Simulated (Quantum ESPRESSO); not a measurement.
## Mg in Quantum ESPRESSO: the effect of functional

Crystal: Mg.

```xyz
2
Lattice="3.2093 0.0000 0.0000 -1.6046 2.7793 0.0000 0.0000 0.0000 5.2103" Properties=species:S:1:pos:R:3 pbc="T T T"
Mg    1.6047    0.9264    3.9077
Mg    0.0000    1.8529    1.3026
```

Alike in all runs:

- Program: Quantum ESPRESSO 7.5
- Task: band structure
- Potentials or basis: SG15 PBE 1.2
- Cutoff: 952 eV
- Density cutoff: 3810 eV
- k mesh: 8 × 8 × 4
- Occupations: fermi-dirac, width 0.05 eV
- Spin: no spin polarisation

One run gave: pressure 1.4 GPa. Which functional did it use?
A. r2SCAN
B. M06L
C. SCAN
D. TPSS

B.

| functional | pressure (GPa) |
| --- | --- |
| r2SCAN | -0.7 |
| SCAN | -0.8 |
| M06L | 1.4 |
| TPSS | -0.2 |

Caveats: the potentials were made for another functional, which shifts forces and pressure.
